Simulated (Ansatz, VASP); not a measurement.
## Sc in VASP and in Ansatz

INCAR

```
SYSTEM = Sc
ALGO     = Fast           ! electronic algorithm
EDIFF    = 1E-8           ! SCF threshold, eV
ENCUT    = 520            ! plane-wave cutoff, eV
GGA      = PE             ! functional
ISIF     = 2              ! what is computed and relaxed
ISMEAR   = -1             ! smearing method
LASPH    = .TRUE.         ! aspherical terms in the spheres
LCHARG   = .FALSE.        ! write CHGCAR
LEFG     = .TRUE.       
LREAL    = .FALSE.        ! projectors in reciprocal space
LWAVE    = .FALSE.        ! write WAVECAR
NBANDS   = 12             ! bands
NELM     = 60             ! most SCF steps
PREC     = Accurate       ! precision mode
SIGMA    = 0.03           ! smearing width, eV
```

The input KPOINTS:

```
k-points
0
G
  15 15 15
  0 0 0
```

POSCAR

```
Sc
1.0
   -0.0227050000      2.2705000000      2.2705000000
    2.2705000000     -0.0227050000      2.2705000000
    2.2477950000      2.2477950000      0.0000000000
Sc
1
Direct
    0.0000000000      0.0000000000      0.0000000000
```

Input for Ansatz:

```yaml
crystal:
  lattice:
    - [-0.022705, 2.2705, 2.2705]
    - [2.2705, -0.022705, 2.2705]
    - [2.247795, 2.247795, 0.0]
  atoms:
    - { symbol: Sc, position: [0.0, 0.0, 0.0] }
kpoints:
  mp_grid: { grid: [15, 15, 15] }
scf:
  occupations: { method: fermi_dirac, width: 0.03 }
hamiltonian:
  xc: pbe
  pseudopotentials: { kind: paw }
output:
  forces: true
  stress: true
  eigenvalues: true
  efg: { contact_densities: true }
```

Change from the starting cell: xy shear strain of -2 %, PAW files.

Alike in both runs: task electric field gradients; functional PBE; k mesh 15 × 15 × 15; occupations fermi-dirac, width 0.03 eV; no spin polarisation.

```csv
,VASP,Ansatz
version,VASP 6.6.1,Ansatz 0.2.0
potentials or method,"VASP PAW PBE potentials, release 64 (Sc_sv)","PAW with Ansatz's default frozen-core files, scalar-relativistic"
plane-wave cutoff (eV),520,420
valence electrons in the cell,11,11
```

Ansatz gave:

```
pressure (GPa)                                                 : 2.9
largest component of the traceless stress (GPa)                : 0.74
Vzz of the field gradient on the site that differs most (V/Å²) : 4.5
```

Question: Estimate VASP's values.

Answer: Pressure (GPa): 2.9; largest component of the traceless stress (GPa): 0.74; Vzz of the field gradient on the site that differs most (V/Å²): 4.6.
